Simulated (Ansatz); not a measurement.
# TiO2 (P1) in Ansatz: band structure with PBE

Aim: the band structure of TiO2 with PBE.

Program: Ansatz 0.2.0. These are calculated values, not measurements. Logs are shortened: lines on timing, memory, paths and dates and some standing lists are left out, and cuts for length are marked.

## Step 1: Starting point

The typed cell holds 9 atoms: a = 2.968 Å, b = 4.708 Å, c = 7.241 Å, α = 88.08°, β = 78.18°, γ = 90.00°.

The cell comes from a database or a generator and needn't be the stable form of this composition.

## Step 2: Band structure, PBE

input.yaml

```yaml
crystal:
  lattice:
    - [2.9682645463, 0.0, 0.0]
    - [0.0002080834, 4.7076067549, 0.0]
    - [1.4835696211, 0.242353462, 7.0834647979]
  atoms:
    - { symbol: Ti, position: [0.00337187, 0.00038881, 0.00070319] }
    - { symbol: Ti, position: [0.34464021, 0.48025965, 0.31695987] }
    - { symbol: Ti, position: [0.66170814, 0.52047436, 0.68449636] }
    - { symbol: O, position: [0.44003816, 0.18543769, 0.1285388] }
    - { symbol: O, position: [0.77792634, 0.29772875, 0.45187807] }
    - { symbol: O, position: [0.10123624, 0.30895342, 0.80624322] }
    - { symbol: O, position: [0.90649721, 0.69183699, 0.19517157] }
    - { symbol: O, position: [0.22940715, 0.70300728, 0.54951473] }
    - { symbol: O, position: [0.56802567, 0.81530006, 0.87282718] }
hamiltonian:
  xc: pbe
  pseudopotentials: { kind: paw }
kpoints:
  mp_grid: { grid: [9, 6, 4] }
  band_path:
    path:
      - [[0.0, 0.0, 0.5], [0.0, 0.0, 0.0], [0.0, 0.5, 0.0]]
      - [[0.0, 0.5, 0.5], [0.0, 0.0, 0.0], [-0.5, -0.5, -0.5]]
      - [[-0.5, -0.5, 0.0], [0.0, 0.0, 0.0], [-0.5, 0.0, -0.5]]
      - [[-0.5, 0.0, 0.0], [0.0, 0.0, 0.0]]
    npoints: 10
scf:
  occupations: { method: fermi_dirac, width: 0.05 }
  n_extra_bands: 22
output:
  forces: true
  stress: true
  eigenvalues: true
  fatbands: false
```

Potentials or basis: Ansatz PAW.

Launch:

```console
$ ansatz run input.yaml --threads 4 --pin off --max-ram 11264MiB --backend cpu --events-out ev --progress --plain --runs-dir out
```

The program printed:

```text
Warning: RAYON_NUM_THREADS=4 ignored (pool sized by the plan → 4); use --threads N
scf.n_extra_bands = 22 over 36 filled bands (N_el = 72.0): the run solves 58 bands
Engine: ansatz 0.2.0, aarch64-unknown-linux-gnu
Pseudopotentials: kind: paw
Pseudopotential: Ti, paw, valence charge 12, recommended cutoff 420 eV (normal), Ti.paw.azcp
Pseudopotential: O, paw, valence charge 6, recommended cutoff 420 eV (normal), O.paw.azcp
Functional definition: PBE
  parameter kappa = 0.804
  parameter beta = 0.06672455060314922
  exchange = pbe_x(kappa = kappa, mu = beta*pi^2/3)
  correlation = pbe_c(beta = beta)
Crystal: 9 atoms, lattice volume = 98.980 Å³
Basis set: ecut = 420 eV, 1911 PW (Γ), exchange–correlation on 40×64×100 points (8 copies of the dense FFT grid, shifted against one another)
Bands: 58, of which v1, the nominal top of the filled ones, is band 36 counted from 1 (35 counted from 0)
Symmetry: 1 space group operations
Space group: P1 (ITA 1), of the structure as read, at distance tolerance 4.6e-5 Å
k-points: 110 of 216 (time reversal used)
Non-local potential: Ti, projectors of the file, l = 0: 3, l = 1: 2, l = 2: 3, l = 3: 1
Non-local potential: O, projectors of the file, l = 0: 2, l = 1: 2, l = 2: 1
PAW form: soft (Blöchl's): semilocal exchange-correlation on the pseudo side does not see the compensation charge
PAW one-centre angular grid: Ti, 590 points (default); XC on 64 Gauss nodes
PAW one-centre angular grid: O, 110 points (default); XC on 64 Gauss nodes
Initial density: superposition of atomic densities (neutral atoms: chi_scale 0, normalization atom), corrected by the library's trained network
Initial wavefunctions: pseudopotential atomic-orbital guess
Functional: x = pbe(κ = 0.804, μ = 0.2195149727645171), c = pbe(β = 0.06672455060314922)
SCF iter   1: F=—  HF=-10915.746707 eV  |F-HF|=—  |Δ(HF+E_count)|=         —  Δρ=3.35e-3  dr2=8.31e-3  ethr=1.77e-3  ⟨swp⟩=5.9  Hψ=25631  notcnv=0  defer=501
preconditioner: auto → Resta (q_TF=auto, 2.587 Å⁻¹)  ε∞=4.8  [insulator: Δε(μ)=2.250 eV  Ē_g=13.321 eV  σ=0.050 eV  W_gap=1.00  n_scr=30 (ndim 8)  ℏωp=25.9 eV  f_vac=0.074  D(μ)=0.00/eV (n_scr^D=0)  ε∞_Penn≈4.8]
SCF iter   2: F=—  HF=-10915.747060 eV  |F-HF|=—  |Δ(HF+E_count)|=   3.53e-4  Δρ=1.95e-3  dr2=1.87e-3  ethr=1.15e-5  ⟨swp⟩=1.5  Hψ=7742  notcnv=0  defer=719
SCF iter   3: F=—  HF=-10915.747345 eV  |F-HF|=—  |Δ(HF+E_count)|=   2.85e-4  Δρ=9.92e-4  dr2=6.33e-4  ethr=2.60e-6  ⟨swp⟩=2.0  Hψ=7144  notcnv=0  defer=719
SCF iter   4: F=—  HF=-10915.747517 eV  |F-HF|=—  |Δ(HF+E_count)|=   1.72e-4  Δρ=2.57e-4  dr2=6.39e-5  ethr=8.80e-7  ⟨swp⟩=2.0  Hψ=6837  notcnv=0  defer=719
SCF iter   5: F=—  HF=-10915.747590 eV  |F-HF|=—  |Δ(HF+E_count)|=   7.34e-5  Δρ=1.10e-4  dr2=9.49e-6  ethr=8.87e-8  ⟨swp⟩=2.0  Hψ=6946  notcnv=0  defer=719
SCF iter   6: F=—  HF=-10915.747595 eV  |F-HF|=—  |Δ(HF+E_count)|=   5.11e-6  Δρ=5.64e-5  dr2=3.18e-6  ethr=1.32e-8  ⟨swp⟩=2.0  Hψ=7290  notcnv=0  defer=719
SCF iter   7: F=—  HF=-10915.747596 eV  |F-HF|=—  |Δ(HF+E_count)|=   6.32e-7  Δρ=1.55e-5  dr2=2.52e-7  ethr=4.41e-9  ⟨swp⟩=2.0  Hψ=6920  notcnv=0  defer=719
SCF iter   8: F=—  HF=-10915.747596 eV  |F-HF|=—  |Δ(HF+E_count)|=   1.99e-7  Δρ=1.01e-5  dr2=1.00e-7  ethr=1.39e-10  ⟨swp⟩=11.7  Hψ=27546  notcnv=0
SCF iter   9: F=-10915.747596 eV  HF=-10915.747596 eV  |F-HF|=7.64e-9  |Δ(HF+E_count)|=   1.25e-8  Δρ=4.71e-6  dr2=2.02e-8  ethr=1.39e-10  ⟨swp⟩=4.0  Hψ=16596  notcnv=0
SCF 1 converged in 9 iterations: F = -10915.747596 eV  dr2 = 2.02e-8
NSCF: frozen V_eff on 74 k-points
SCF converged after 9 iterations
Free energy (F): -10915.747596 eV
Harris-Foulkes:  -10915.747596 eV  (|F-HF|=7.64e-9)
Internal energy: -10915.747596 eV  (E = F + TS)
E sigma→0 (E₀):  -10915.747596 eV
Fermi energy:    9.071298 eV
--- Per-component energies (eV) ---
  E_band       = -651.473523
  E_kinetic    = 1870.097682
  E_local      = -5211.274837  (includes V_loc(G=0)·N_el)
  E_nonlocal   = 294.827141
  E_hartree    = 2022.206918
  E_xc         = -739.166130
  E_vxc        = -936.106048  (∫ρ·V_xc dr)
  E_paw        = -4082.805641  (= ΣΔE_a)
  E_vpaw       = -713.442737  (= ΣTr[D̂ρ^β])
  E_aug_tail   = 0.015365  (compensation charges beyond the density's cutoff)
  E_ewald      = -5069.648093
  E_smearing   = -0.000000  (= −TS)
  E_closure    = 0.000000  (closes the sum)
  Σ components = -10915.747596   (vs F -10915.747596, Δ=0.00e0)
--- Forces (eV/Å), atoms counted from 1 ---
  atom   1  Ti     0.00019103    -0.00187107     0.00210554
  atom   2  Ti     0.00366801     0.02020936     0.09389205
  atom   3  Ti     0.00109323    -0.01683906    -0.09770861
  atom   4  O     -0.00120179    -0.00769752     0.02892630
  atom   5  O      0.00752834    -0.11787262     0.01357750
  atom   6  O     -0.00242608    -0.04153375    -0.00965108
  atom   7  O     -0.00012947     0.03987724     0.00918764
  atom   8  O     -0.00388000     0.11684030    -0.01228201
  atom   9  O     -0.00484293     0.00888551    -0.02804621
  max |Σ_I F_I| component: 1.63e-6 eV/Å
--- Stress (GPa, compression-positive) ---
        3.268385      -0.017296       0.007725
       -0.017296       4.045510      -0.114571
        0.007725      -0.114572       3.651415
  P = ⅓ Tr σ = 3.6551 GPa (36.551 kbar)
--- Band table (eV; the first three rows and the last of 110) ---
  k-point 0: bands = ["-48.7226", "-48.5822", "-48.5482", "-25.0148", "-25.0115", "-24.9467", "-24.8343", "-24.8181", "-24.7799", "-24.7057", "-24.6848", "-24.6312", "-9.9384", "-8.9798", "-8.8836", "-8.3945", "-8.3577", "-8.0277", "2.9732", "3.1972", "3.5319", "3.6718", "4.2517", "4.3826", "4.7062", "4.7260", "4.8042", "5.3468", "5.8983", "6.3055", "6.3505", "7.0364", "7.4962", "7.5870", "7.6782", "7.8917", "10.2157", "10.6150", "10.7515", "10.8849", "11.0796", "11.1220", "11.3456", "11.6570", "12.5425", "13.1501", "13.9098", "14.4635", "14.5189", "14.7485", "15.5141", "15.7951", "18.7740", "19.1486", "19.7805", "22.1498", "22.3997", "23.3321"]
  k-point 1: bands = ["-48.7226", "-48.5823", "-48.5481", "-25.0383", "-24.9941", "-24.9307", "-24.8345", "-24.8321", "-24.7695", "-24.7123", "-24.6843", "-24.6316", "-9.8454", "-9.2343", "-8.8418", "-8.3620", "-8.2327", "-8.0596", "2.8013", "3.2124", "3.4207", "3.9243", "4.2602", "4.3529", "4.3742", "4.7037", "5.2030", "5.5732", "5.9844", "6.2692", "6.5311", "7.0223", "7.3133", "7.3277", "7.4683", "7.9503", "10.2997", "10.7120", "10.7572", "10.7809", "10.9954", "11.0426", "11.3230", "11.8736", "12.5269", "13.0234", "14.1947", "14.4014", "14.6066", "14.7059", "15.3734", "16.1212", "17.9961", "19.6211", "20.0210", "21.5626", "22.1689", "23.4731"]
  k-point 2: bands = ["-48.7225", "-48.5824", "-48.5481", "-25.0491", "-24.9878", "-24.9149", "-24.8434", "-24.8346", "-24.7623", "-24.7194", "-24.6838", "-24.6319", "-9.6154", "-9.5561", "-8.8450", "-8.3073", "-8.1305", "-8.1154", "2.6398", "3.2327", "3.5525", "3.8970", "4.1201", "4.2693", "4.3661", "4.6820", "5.5884", "5.9976", "6.2001", "6.2685", "6.3347", "6.7781", "7.0592", "7.1175", "7.6627", "7.7979", "10.3503", "10.6103", "10.7763", "10.9141", "10.9514", "11.1113", "11.1275", "12.0785", "12.4599", "12.9581", "14.4337", "14.5003", "14.5369", "14.7280", "15.1610", "16.8456", "17.0874", "19.8336", "20.6079", "20.7477", "21.9840", "23.8011"]
  k-point 109: bands = ["-48.6847", "-48.5303", "-48.5243", "-25.2577", "-25.1236", "-25.1173", "-24.9013", "-24.8895", "-24.7904", "-24.7618", "-24.7303", "-24.7286", "-8.9269", "-8.8405", "-8.5952", "-8.4722", "-8.3393", "-8.2138", "3.2972", "3.4661", "3.8409", "3.9409", "4.1726", "4.3995", "4.4829", "4.8467", "5.0964", "5.6437", "5.8630", "5.9976", "6.1693", "6.2893", "6.5188", "6.6219", "6.9010", "7.1761", "10.5110", "10.6212", "11.0905", "11.2781", "11.3909", "11.4926", "11.6238", "11.9071", "12.0154", "13.2997", "13.3606", "13.9749", "14.2215", "14.9062", "14.9841", "19.7348", "19.9974", "20.9361", "21.8179", "22.3407", "22.7694", "23.5247"]
```

Wall time 23 s (4 threads of Arm Neoverse V2, shared host); peak memory 0.73 GiB.

What came out:

* Free energy: -10915.7476 eV
* Pressure: 3.7 GPa
* Largest force: 0.119 eV/Å
* Band gap on the k mesh: 2.27 eV, indirect (least direct gap 2.32 eV)
* Band gap along the path: 2.26 eV, indirect (least direct gap 2.31 eV)

Forces in eV/Å, atoms in the order of the input:
```
Ti   0.000 -0.002  0.002
Ti   0.004  0.020  0.094
Ti   0.001 -0.017 -0.098
O   -0.001 -0.008  0.029
O    0.008 -0.118  0.014
O   -0.002 -0.042 -0.010
O    0.000  0.040  0.009
O   -0.004  0.117 -0.012
O   -0.005  0.009 -0.028
```

Levels at the corners of the path, in eV from the valence-band top:
```
point  band 32  band 33  band 34  band 35  band 36  band 37  band 38  band 39  band 40  band 41
    X    -1.18    -0.89    -0.84    -0.29    -0.16     2.40     2.66     2.82     2.96     3.00
    Γ    -0.92    -0.46    -0.37    -0.27    -0.06     2.26     2.66     2.80     2.93     3.13
    Y    -1.14    -1.13    -0.93    -0.85    -0.76     2.34     2.70     2.79     2.98     3.09
    L    -1.31    -0.92    -0.74    -0.70    -0.27     2.33     2.57     2.67     2.89     3.15
    Γ    -0.92    -0.46    -0.37    -0.27    -0.06     2.26     2.66     2.80     2.93     3.13
    Z    -1.41    -1.29    -0.76    -0.68    -0.58     2.42     2.56     2.99     3.37     3.45
    N    -1.41    -1.29    -0.76    -0.68    -0.58     2.42     2.56     2.99     3.37     3.45
    Γ    -0.92    -0.46    -0.37    -0.27    -0.06     2.26     2.66     2.80     2.93     3.13
    M    -1.69    -1.57    -1.29    -1.16    -1.04     2.54     2.62     3.22     3.35     3.49
    R    -1.69    -1.57    -1.29    -1.16    -1.05     2.54     2.62     3.22     3.35     3.49
    Γ    -0.92    -0.46    -0.37    -0.27    -0.06     2.26     2.66     2.80     2.93     3.13
```

Caveat: the pressure holds a Pulay correction of +0.7 GPa for the finite cutoff. As with any semilocal functional, this PBE gap is likely too small.
